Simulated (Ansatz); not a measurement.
**Te2Mo: equation of state with PBE**

Te2Mo, a slab with vacuum:

```
CELL_PARAMETERS angstrom
3.56039 0.00000 0.00000
-1.78020 3.08339 0.00000
0.00000 0.00000 24.81126
ATOMIC_POSITIONS crystal
Te 0.33333 0.66667 0.22364
Te 0.66667 0.33333 0.92063
Te 0.66667 0.33333 0.77636
Te 0.33333 0.66667 0.07937
Mo 0.66667 0.33333 0.15154
Mo 0.33333 0.66667 0.84846
```

```
Program             : Ansatz 0.2.0
Task                : equation of state
Functional          : PBE
Potentials or basis : Ansatz PAW
Cutoff              : 420 eV
Density cutoff      : 1680 eV
k mesh              : 9 × 9 × 2
Occupations         : fermi-dirac, width 0.05 eV
Spin                : no spin polarisation
```

```yaml
Equilibrium_volume: 45.82 Å³/atom
Bulk_modulus_at_fixed_shape_and_positions: 52 GPa
Pressure_derivative_of_the_bulk_modulus: 4.6
```

Energy against volume, from the lowest point:
| volume (Å³/atom) | energy (meV/atom) |
| --- | --- |
| 42.673 | 39.10 |
| 43.581 | 18.71 |
| 44.489 | 5.94 |
| 45.397 | 0.00 |
| 46.305 | 0.18 |
| 47.213 | 5.83 |
| 48.120 | 16.39 |

All runs of the series together: 63 s on 2 threads of Arm Neoverse V2 (shared host).

Caveat: the cell was scaled at fixed shape and fractional positions, which overstates the stiffness of a crystal with free parameters, most of all of layers and chains. Spin-orbit coupling is left out, which matters for the levels of Te.
